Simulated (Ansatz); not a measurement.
# Fe (Im-3m) in Ansatz: convergence with smearing width

Aim: find how far smearing width must go before the results for Fe settle, at PBE. This setting moves, with any that are tied to it; all else stays.

Program: Ansatz 0.2.0. These are calculated values, not measurements. Logs are shortened: lines on timing, memory, paths and dates and some standing lists are left out, and cuts for length are marked.

### 1 The structure

It takes space group Im-3m (No. 229, cubic). Conventional cell: a = 2.886 Å, b = 2.886 Å, c = 2.886 Å, α = 90.00°, β = 90.00°, γ = 90.00°. Fe (site symmetry m-3m) has 8 Fe at 2.50 Å as nearest neighbours.

### 2 With smearing width 0.3 eV

Input file input.yaml:

```yaml
crystal:
  lattice:
    - [-1.443, 1.443, 1.443]
    - [1.443, -1.443, 1.443]
    - [1.443, 1.443, -1.443]
  atoms:
    - { symbol: Fe, position: [0.0, 0.0, 0.0], spin: 3.0 }
hamiltonian:
  xc: pbe
  pseudopotentials: { kind: paw, level: accurate }
magnetization:
  spin_polarized: true
kpoints:
  mp_grid: { grid: [11, 11, 11] }
scf:
  occupations: { method: cold, width: 0.3 }
output:
  forces: true
  stress: true
  eigenvalues: true
```

Potentials or basis: Ansatz PAW earlier set.

Command:

```
> ansatz run input.yaml --threads 2 --pin off --max-ram 5632MiB --backend cpu --events-out ev --progress --plain --runs-dir out
```

What it wrote:

```text
Warning: RAYON_NUM_THREADS=2 ignored (pool sized by the plan → 2); use --threads N
Engine: ansatz 0.2.0, x86_64-unknown-linux-gnu
Pseudopotentials: kind: paw, level: accurate
Pseudopotential: Fe, paw, valence charge 16, recommended cutoff 950 eV (high), Fe.paw.azcp
Functional definition: PBE
  parameter kappa = 0.804
  parameter beta = 0.06672455060314922
  exchange = pbe_x(kappa = kappa, mu = beta*pi^2/3)
  correlation = pbe_c(beta = beta)
Crystal: 1 atoms, lattice volume = 12.019 Å³
Basis set: ecut = 950 eV, 791 PW (Γ), exchange–correlation on 54×54×54 points (8 copies of the dense FFT grid, shifted against one another)
Bands: 14, of which v1, the nominal top of the filled ones, is band 8 counted from 1 (7 counted from 0)
Symmetry: 48 space group operations
Space group: Im-3m (ITA 229), of the structure as read, at distance tolerance 2.3e-5 Å
Magnetic group: BNS 229.140 (UNI 1642), of the structure as read, at distance tolerance 2.3e-5 Å
k-points: 56 of 1331
Non-local potential: Fe, projectors of the file, l = 0: 3, l = 1: 3, l = 2: 3, l = 3: 2
PAW form: soft (Blöchl's): semilocal exchange-correlation on the pseudo side does not see the compensation charge
PAW one-centre angular grid: Fe, 590 points (default); XC on 64 Gauss nodes
Initial density: superposition of atomic densities (chi_scale 0.1, normalization cell)
Starting moments: Σ|m| = 3 μB on 1 of 1 site
Initial wavefunctions: pseudopotential atomic-orbital guess
Functional: x = pbe(κ = 0.804, μ = 0.2195149727645171), c = pbe(β = 0.06672455060314922)
iter 1 solved again at ethr=1.77e-3 eV; its pass at ethr=3.10e-3 eV (dr2=2.83e-1 eV) is discarded
SCF iter   1: F=—  HF=-4482.905813 eV  |F-HF|=—  |Δ(HF+E_count)|=         —  Δρ=6.51e-2 (↑6.51e-2 ↓3.83e-2)  dr2=2.83e-1  dr2_m=2.34e-1  M=2.288 μB ∫|m|=2.326 μB  β_m=0.30  ethr=1.77e-3  ⟨swp⟩=1.0  Hψ=9619  notcnv=0
Mixer restart at iter 1: flushing history
preconditioner: auto → none  [metal: Δε(μ)=0.053 eV  Ē_g=14.270 eV  σ=0.300 eV  W_gap=0.10  n_scr=0 (ndim 8)  ℏωp=30.3 eV  f_vac=0.000  D(μ)=0.98/eV (n_scr^D=12)]
SCF iter   2: F=—  HF=-4482.719579 eV  |F-HF|=—  |Δ(HF+E_count)|=   1.86e-1  Δρ=2.71e-2 (↑2.11e-2 ↓2.71e-2)  dr2=9.14e-3  dr2_m=5.64e-2  M=2.367 μB ∫|m|=2.423 μB  β_m=0.34  ethr=1.77e-3  ⟨swp⟩=2.4  Hψ=2707  notcnv=0
SCF iter   3: F=—  HF=-4482.781754 eV  |F-HF|=—  |Δ(HF+E_count)|=   6.22e-2  Δρ=1.84e-2 (↑1.32e-2 ↓1.84e-2)  dr2=3.96e-3  dr2_m=2.47e-2  M=2.347 μB ∫|m|=2.421 μB  β_m=0.63  ethr=5.71e-5  ⟨swp⟩=2.3  Hψ=3204  notcnv=0
SCF iter   4: F=—  HF=-4482.850237 eV  |F-HF|=—  |Δ(HF+E_count)|=   6.85e-2  Δρ=2.24e-3 (↑2.24e-3 ↓1.80e-3)  dr2=7.55e-4  dr2_m=1.91e-4  M=2.294 μB ∫|m|=2.416 μB  β_m=0.81  ethr=2.48e-5  ⟨swp⟩=2.0  Hψ=2501  notcnv=0  defer=26
SCF iter   5: F=—  HF=-4482.850587 eV  |F-HF|=—  |Δ(HF+E_count)|=   3.50e-4  Δρ=6.38e-4 (↑6.38e-4 ↓3.65e-4)  dr2=8.34e-5  dr2_m=5.10e-6  M=2.283 μB ∫|m|=2.412 μB  β_m=0.91  ethr=4.72e-6  ⟨swp⟩=2.3  Hψ=2171  notcnv=0  defer=45
SCF iter   6: F=—  HF=-4482.819617 eV  |F-HF|=—  |Δ(HF+E_count)|=         —  Δρ=5.19e-3 (↑5.19e-3 ↓3.64e-3)  dr2=2.35e-4  dr2_m=2.12e-3  M=2.236 μB ∫|m|=2.375 μB  β_m=0.91  ethr=5.22e-7  ⟨swp⟩=2.1  Hψ=2096  notcnv=0  defer=43
Mixer restart at iter 6: flushing history
iteration 6: the input's own smearing fills from here on; a Gaussian of 0.3 eV has filled iterations ahead of it
SCF iter   7: F=—  HF=-4482.820745 eV  |F-HF|=—  |Δ(HF+E_count)|=   1.13e-3  S|Δr|=    0.00e0  Δρ=3.57e-3 (↑1.15e-3 ↓3.57e-3)  dr2=1.55e-3  dr2_m=2.77e-4  M=2.224 μB ∫|m|=2.363 μB  β_m=0.95  ethr=5.22e-7  ⟨swp⟩=2.0  Hψ=2408  notcnv=0  defer=43
SCF iter   8: F=—  HF=-4482.823446 eV  |F-HF|=—  |Δ(HF+E_count)|=   2.70e-3  S|Δr|=    0.00e0  Δρ=8.52e-3 (↑8.52e-3 ↓3.09e-3)  dr2=1.11e-2  dr2_m=9.60e-4  M=2.204 μB ∫|m|=2.343 μB  β_m=0.35  ethr=5.22e-7  ⟨swp⟩=3.6  Hψ=3207  notcnv=0  defer=44  recentre
SCF iter   9: F=—  HF=-4482.820555 eV  |F-HF|=—  |Δ(HF+E_count)|=   2.89e-3  S|Δr|=    0.00e0  Δρ=1.30e-3 (↑8.32e-4 ↓1.30e-3)  dr2=2.15e-5  dr2_m=1.24e-4  M=2.212 μB ∫|m|=2.351 μB  β_m=0.72  ethr=5.22e-7  ⟨swp⟩=2.8  Hψ=3178  notcnv=0  defer=40
SCF iter  10: F=—  HF=-4482.820628 eV  |F-HF|=—  |Δ(HF+E_count)|=   7.33e-5  S|Δr|=    0.00e0  Δρ=8.79e-5 (↑8.79e-5 ↓6.49e-5)  dr2=1.42e-7  dr2_m=6.08e-7  M=2.204 μB ∫|m|=2.341 μB  β_m=0.86  ethr=1.35e-7  ⟨swp⟩=2.0  Hψ=2480  notcnv=0  defer=37
SCF iter  11: F=—  HF=-4482.820629 eV  |F-HF|=—  |Δ(HF+E_count)|=   5.91e-7  S|Δr|=    0.00e0  Δρ=2.54e-5 (↑2.54e-5 ↓1.80e-5)  dr2=4.05e-9  dr2_m=5.16e-8  M=2.205 μB ∫|m|=2.342 μB  β_m=0.93  ethr=6.25e-10  ⟨swp⟩=6.7  Hψ=6993  notcnv=0
SCF iter  12: F=-4482.820629 eV  HF=-4482.820629 eV  |F-HF|=8.40e-10  |Δ(HF+E_count)|=   4.13e-8  S|Δr|=    0.00e0  Δρ=2.36e-6 (↑2.36e-6 ↓2.06e-6)  dr2=5.29e-11  dr2_m=5.01e-10  M=2.205 μB ∫|m|=2.341 μB  ethr=2.53e-11  ⟨swp⟩=3.1  Hψ=3840  notcnv=0
SCF 1 converged in 12 iterations: F = -4482.820629 eV  dr2 = 5.29e-11
this state was not tested for a lower state beside it, because cold or Methfessel-Paxton smearing, or corrected tetrahedra, fill the levels in a way that the test cannot read (fill_not_monotonic; see scf.lower_state_search)
SCF converged after 12 iterations
Magnetization: 2.2045 μB (9.1023 up, 6.8977 down)
Absolute magnetization: 2.3413 μB (∫|ρ↑−ρ↓|)
Spin contamination: 0.0417 ħ² per cell (⟨S²⟩ above its minimum at these occupations)
Per-site moments (μB) at R_I (Å): [(2.264859435947687, 1.0309815925702797)]
Free energy (F): -4482.820629 eV
Harris-Foulkes:  -4482.820629 eV  (|F-HF|=8.40e-10)
Internal energy: -4482.838344 eV  (E = F + TS)
E sigma→0 (E₀):  -4482.826534 eV
Entropy (-TS):   0.017715 eV (17.715 meV/atom)
Fermi energy:    17.611023 eV
Step filling:    the computed levels leave a gap of 0.0000 eV = 0.0 smearing widths at the electron count; against every level under it full and every level over it empty, smearing changes F+E_penalty+E_count by +7.404 meV and its σ→0 estimate by +1.499 meV
--- Per-component energies (eV) ---
  E_band       = -224.137790
  E_kinetic    = 593.205188
  E_local      = -2666.881632  (includes V_loc(G=0)·N_el)
  E_nonlocal   = 502.627839
  E_hartree    = 811.519058
  E_xc         = -149.300015
  E_vxc        = -192.764592  (∫ρ·V_xc dr)
  E_paw        = -1249.798822  (= ΣΔE_a)
  E_vpaw       = -83.362994  (= ΣTr[D̂ρ^β])
  E_aug_tail   = -0.000000  (compensation charges beyond the density's cutoff)
  E_ewald      = -2324.209962
  E_smearing   = 0.017715  (= −TS)
  E_closure    = 0.000000  (closes the sum)
  Σ components = -4482.820629   (vs F -4482.820629, Δ=0.00e0)
--- Forces (eV/Å), atoms counted from 1 ---
  atom   1  Fe     0.00000000    -0.00000000    -0.00000000
  max |Σ_I F_I| component: 1.03e-31 eV/Å
--- Stress (GPa, compression-positive) ---
      -10.831855      -0.000000      -0.000000
       -0.000000     -10.831855      -0.000000
        0.000000      -0.000000     -10.831855
  P = ⅓ Tr σ = -10.8319 GPa (-108.319 kbar)
--- Band table (eV; the first three rows and the last of 112) ---
  k-point 0 ↑: bands = ["-70.3805", "-36.2094", "-36.2094", "-36.2094", "9.4807", "15.4754", "15.4754", "15.4754", "16.5604", "16.5604", "41.5410", "41.5410", "41.5410", "46.6749"]
  k-point 1 ↑: bands = ["-70.3756", "-36.2367", "-36.2186", "-36.2093", "9.8068", "15.3905", "15.4653", "15.6443", "16.4825", "16.5673", "39.6507", "41.0567", "41.3413", "45.5451"]
  k-point 2 ↑: bands = ["-70.3625", "-36.3098", "-36.2432", "-36.2092", "10.7284", "15.1678", "15.3832", "16.1169", "16.3883", "16.5913", "35.8618", "39.4350", "40.9404", "42.5945"]
  k-point 55 ↓: bands = ["-67.5915", "-33.8534", "-33.8483", "-33.8483", "15.0111", "15.0423", "19.7380", "19.7380", "19.8623", "26.4090", "27.6868", "27.6868", "33.7722", "34.3667"]
```

Run time: 6.1 s. Hardware: 2 threads of Intel Xeon at 2.50GHz (Skylake/Cascade Lake), shared host; peak memory 0.35 GiB.

Results:

```yaml
Free_energy: -4482.8206 eV
Pressure: -10.8 GPa
Band_gap_on_the_k_mesh: none (metal or under the smearing width)
Net_moment: 2.20 μB per cell
Absolute_moment: 2.34 μB per cell
Site_moments: Fe +2.26 μB
```

### 3 With smearing width 0.2 eV

Changes to input.yaml since step 2:

```diff
@@ -15,3 +15,3 @@
 scf:
-  occupations: { method: cold, width: 0.3 }
+  occupations: { method: cold, width: 0.2 }
 output:
```

Potentials or basis: Ansatz PAW earlier set.

Command:

```
> ansatz run input.yaml --threads 2 --pin off --max-ram 5632MiB --backend cpu --events-out ev --progress --plain --runs-dir out
```

It took 6.3 s on 2 threads of Intel Xeon at 2.50GHz (Skylake/Cascade Lake), shared host; peak memory 0.35 GiB.

Results:

* Free energy: -4482.8248 eV
* Pressure: -10.3 GPa
* Band gap on the k mesh: none (metal or under the smearing width)
* Net moment: 2.23 μB per cell
* Absolute moment: 2.36 μB per cell
* Site moments: Fe +2.29 μB

### 4 With smearing width 0.15 eV

Changes to input.yaml since step 3:

```diff
@@ -15,3 +15,3 @@
 scf:
-  occupations: { method: cold, width: 0.2 }
+  occupations: { method: cold, width: 0.15 }
 output:
```

Command:

```
> ansatz run input.yaml --threads 2 --pin off --max-ram 5632MiB --backend cpu --events-out ev --progress --plain --runs-dir out
```

Wall time 5.6 s (2 threads of Intel Xeon at 2.50GHz (Skylake/Cascade Lake), shared host); peak memory 0.35 GiB.

Results:

```yaml
Free_energy: -4482.8262 eV
Pressure: -10.0 GPa
Band_gap_on_the_k_mesh: none (metal or under the smearing width)
Net_moment: 2.24 μB per cell
Absolute_moment: 2.37 μB per cell
Site_moments: Fe +2.30 μB
```

### 5 With smearing width 0.1 eV

Changes to input.yaml since step 4:

```diff
@@ -15,3 +15,3 @@
 scf:
-  occupations: { method: cold, width: 0.15 }
+  occupations: { method: cold, width: 0.1 }
 output:
```

Command:

```
> ansatz run input.yaml --threads 2 --pin off --max-ram 5632MiB --backend cpu --events-out ev --progress --plain --runs-dir out
```

Wall time 4.8 s (2 threads of Intel Xeon at 2.50GHz (Skylake/Cascade Lake), shared host); peak memory 0.35 GiB.

Results:

```yaml
Free_energy: -4482.8275 eV
Pressure: -9.8 GPa
Band_gap_on_the_k_mesh: none (metal or under the smearing width)
Net_moment: 2.26 μB per cell
Absolute_moment: 2.38 μB per cell
Site_moments: Fe +2.31 μB
```

### 6 With smearing width 0.05 eV

Changes to input.yaml since step 5:

```diff
@@ -15,3 +15,3 @@
 scf:
-  occupations: { method: cold, width: 0.1 }
+  occupations: { method: cold, width: 0.05 }
 output:
```

Potentials or basis: Ansatz PAW earlier set.

Command:

```
> ansatz run input.yaml --threads 2 --pin off --max-ram 5632MiB --backend cpu --events-out ev --progress --plain --runs-dir out
```

It took 5 s on 2 threads of Intel Xeon at 2.50GHz (Skylake/Cascade Lake), shared host; peak memory 0.35 GiB.

It converged, with:

```
Free energy            : -4482.8285 eV
Pressure               : -9.7 GPa
Band gap on the k mesh : none (metal or under the smearing width)
Net moment             : 2.26 μB per cell
Absolute moment        : 2.39 μB per cell
Site moments           : Fe +2.32 μB
```

### 7 With smearing width 0.025 eV

Changes to input.yaml since step 6:

```diff
@@ -15,3 +15,3 @@
 scf:
-  occupations: { method: cold, width: 0.05 }
+  occupations: { method: cold, width: 0.025 }
 output:
```

Command:

```
> ansatz run input.yaml --threads 2 --pin off --max-ram 5632MiB --backend cpu --events-out ev --progress --plain --runs-dir out
```

Run time: 5.9 s. Hardware: 2 threads of Intel Xeon at 2.50GHz (Skylake/Cascade Lake), shared host; peak memory 0.35 GiB.

Results (log left out):

```yaml
Free_energy: -4482.8284 eV
Pressure: -9.7 GPa
Band_gap_on_the_k_mesh: none (metal or under the smearing width)
Net_moment: 2.26 μB per cell
Absolute_moment: 2.39 μB per cell
Site_moments: Fe +2.31 μB
```

### 8 With smearing width 0.01 eV

Changes to input.yaml since step 7:

```diff
@@ -15,3 +15,3 @@
 scf:
-  occupations: { method: cold, width: 0.025 }
+  occupations: { method: cold, width: 0.01 }
 output:
```

Command:

```
> ansatz run input.yaml --threads 2 --pin off --max-ram 5632MiB --backend cpu --events-out ev --progress --plain --runs-dir out
```

It took 5.1 s on 2 threads of Intel Xeon at 2.50GHz (Skylake/Cascade Lake), shared host; peak memory 0.35 GiB.

Results (log left out):

| Property | Result |
| --- | --- |
| Free energy | -4482.8284 eV |
| Pressure | -9.8 GPa |
| Band gap on the k mesh | none (metal or under the smearing width) |
| Net moment | 2.26 μB per cell |
| Absolute moment | 2.38 μB per cell |
| Site moments | Fe +2.31 μB |

### 9 With smearing width 0.005 eV

Changes to input.yaml since step 8:

```diff
@@ -15,3 +15,3 @@
 scf:
-  occupations: { method: cold, width: 0.01 }
+  occupations: { method: cold, width: 0.005 }
 output:
```

Potentials or basis: Ansatz PAW earlier set.

Command:

```
> ansatz run input.yaml --threads 2 --pin off --max-ram 5632MiB --backend cpu --events-out ev --progress --plain --runs-dir out
```

Wall time 5.4 s (2 threads of Intel Xeon at 2.50GHz (Skylake/Cascade Lake), shared host); peak memory 0.35 GiB.

It converged, with:

```
Free energy            : -4482.8284 eV
Pressure               : -9.8 GPa
Band gap on the k mesh : none (metal or under the smearing width)
Net moment             : 2.26 μB per cell
Absolute moment        : 2.38 μB per cell
Site moments           : Fe +2.31 μB
```

### 10 Result

```
smearing width  energy less the tightest run, at zero smearing (meV/atom)  pressure (GPa)  absolute moment (μB)  SCF cycles  CPU time (s)  peak memory (GiB)
        0.3 eV                                                       1.87          -10.83                  2.34          12           9.7               0.35
        0.2 eV                                                       1.66          -10.26                  2.36          11            10               0.35
       0.15 eV                                                       0.86           -9.99                  2.37          11           9.4               0.35
        0.1 eV                                                      -0.02           -9.75                  2.38          10           8.1               0.35
       0.05 eV                                                      -0.08           -9.66                  2.39          10           8.4               0.35
      0.025 eV                                                      -0.02           -9.68                  2.39          12            10               0.35
       0.01 eV                                                       0.00           -9.77                  2.38           9           8.8               0.35
      0.005 eV                                                       0.00           -9.77                  2.38          10             9               0.35
```

Against the tightest run, the energy stays within 1 meV/atom from 0.15 eV on; the pressure stays within 0.1 GPa from 0.025 eV on; the absolute moment stays within 0.02 μB from 0.15 eV on. Narrower smearing needs a denser k mesh, so at a fixed mesh the narrowest width isn't the most accurate. The tightest run that finished is the yardstick and may itself not be fully converged.
